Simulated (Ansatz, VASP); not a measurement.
Given: the input of a run of VASP 6.6.1 on Ni.

The input INCAR:

```
  ALGO = Fast
  EDIFF = 1E-7
  EDIFFG = -0.01
  ENCUT = 630
  GGA = PE
  IBRION = 2
  ISIF = 3
  ISMEAR = -1
  ISPIN = 2
  LASPH = True
  LCHARG = False
  LMAXMIX = 4
  LORBIT = 11
  LREAL = False
  LWAVE = False
  MAGMOM = 1
  NELM = 150
  NSW = 40
  PREC = Accurate
  SIGMA = 0.05
```

File KPOINTS:

```
k-points
0
Gamma
  13 13 13
```

POSCAR

```
Ni
1.0
    0.0000000000      1.7375729330      1.7375729330
    1.7375729330      0.0000000000      1.7375729330
    1.7375729330      1.7375729330      0.0000000000
Ni
1
Direct
    0.0000000000      0.0000000000      0.0000000000
```

Potentials or basis: VASP PAW PBE potentials, release 64 (Ni_GW).

The run is started by

```bash
$ cat potpaw_PBE.64/Ni_GW/POTCAR > POTCAR
$ mpirun -np 1 vasp_std > vasp.out
```

Q: Translate it to Ansatz 0.2.0. Potentials there: Ansatz PAW.

A: As run (the cutoff follows the program's own potentials):

The input input.yaml:

```yaml
crystal:
  lattice:
    - [0.0, 1.737572933, 1.737572933]
    - [1.737572933, 0.0, 1.737572933]
    - [1.737572933, 1.737572933, 0.0]
  atoms:
    - { symbol: Ni, position: [0.0, 0.0, 0.0], spin: 1.0 }
hamiltonian:
  xc: pbe
  pseudopotentials: { kind: paw }
magnetization:
  spin_polarized: true
kpoints:
  mp_grid: { grid: [13, 13, 13] }
scf:
  occupations: { method: fermi_dirac, width: 0.05 }
output:
  forces: true
  stress: true
relax:
  f_tol: 0.01
  max_steps: 40
  cell: { stress_tol: 0.05 }
```

Potentials or basis: Ansatz PAW.

Run with:

```console
$ ansatz run input.yaml --threads 2 --pin off --max-ram 5632MiB --backend cpu --events-out ev --progress --plain --runs-dir out
```

Both were run:

|  | VASP | Ansatz | Ansatz less VASP |
| --- | --- | --- | --- |
| net moment per atom (μB) | 0.63 | 0.63 | +0.004 |
| size of the moment on the site where the two differ most (μB) | 0.63 | 0.67 | +0.042 |
| relaxed volume (Å³/atom) | 10.87 | 10.89 | +0.016 |
| relaxed cell length with the largest relative difference (Å) | 2.487 | 2.488 | +0.0012 |
| energy change over the relaxation (meV/atom) | -9 | -10 | -0.8 |

Site moments also hang on the region over which each program counts them. The two sets of potentials don't hold the same shells in valence.

Caveats: the plane-wave basis is chosen anew once the cell has moved, so the energies of steps on either side of that aren't comparable (Ansatz).
